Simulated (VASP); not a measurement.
A convergence study with VASP on RuO2 (rutile): one setting is varied, all else stays as given below, so the limit is that of these other settings. The cell's lengths are 1 % over those of the tabulated start and one atom is moved, so it is off equilibrium.

```xyz
6
Lattice="4.5349 0.0000 0.0000 0.0000 4.5349 0.0000 0.0000 0.0000 3.1411" Properties=species:S:1:pos:R:3 pbc="T T T"
Ru     0.0000     0.0000     0.0000
Ru     2.2675     2.2675     1.5705
O      1.3877     1.3877     0.0000
O      3.6551     0.8798     1.5705
O      0.8798     3.6551     1.5705
O      3.2078     3.1472     0.0000
```

All values below come from PBE GGA, VASP's PBE PAW potentials (set 64) (plane waves; VASP). The tightest run used: 1000 eV cut-off, 8×8×11 Γ-centred mesh, first-order Methfessel-Paxton smearing of 0.10 eV, potentials Ru_pv O.

Problem. The settings run are ENCUT = 250; ENCUT = 300; ENCUT = 350; ENCUT = 400; ENCUT = 450; ENCUT = 500; ENCUT = 550; ENCUT = 600; ENCUT = 650; ENCUT = 700; ENCUT = 750; ENCUT = 800; ENCUT = 850; ENCUT = 1000. From which on does the stress (every component) stay within 0.5 GPa of the tightest run?

Solution. From ENCUT = 500 on: it is off by 0.19 there and by no more than 0.5 in any finer run, while ENCUT = 450 is off by 1.61.
| setting | E (eV/atom) | pressure (GPa) | largest force (eV/Å) | plane waves | difference judged (GPa) |
|---|---|---|---|---|---|
| ENCUT = 250 | -7.6569 | -104.31 | 0.915 | 592 | 101.85 |
| ENCUT = 300 | -7.5289 | -49.40 | 1.027 | 784 | 46.62 |
| ENCUT = 350 | -7.4566 | -22.36 | 0.963 | 976 | 19.51 |
| ENCUT = 400 | -7.4373 | -9.56 | 0.940 | 1206 | 6.69 |
| ENCUT = 450 | -7.4280 | -4.48 | 0.928 | 1427 | 1.61 |
| ENCUT = 500 | -7.4257 | -3.07 | 0.930 | 1660 | 0.19 |
| ENCUT = 550 | -7.4260 | -3.03 | 0.930 | 1916 | 0.15 |
| ENCUT = 600 | -7.4271 | -3.22 | 0.930 | 2184 | 0.34 |
| ENCUT = 650 | -7.4282 | -3.31 | 0.930 | 2454 | 0.42 |
| ENCUT = 700 | -7.4291 | -3.26 | 0.930 | 2748 | 0.38 |
| ENCUT = 750 | -7.4295 | -3.14 | 0.929 | 3036 | 0.26 |
| ENCUT = 800 | -7.4297 | -3.02 | 0.928 | 3363 | 0.14 |
| ENCUT = 850 | -7.4298 | -2.93 | 0.928 | 3670 | 0.05 |
| ENCUT = 1000 | -7.4297 | -2.89 | 0.928 | 4668 | 0.00 |

Left out are rungs that failed or repeat a setting and relaxations that didn't move; long series are thinned to 24 rows.

The compound is RuO2 in the rutile structure. The cell was not relaxed at this level, it is distorted from the ideal structure.
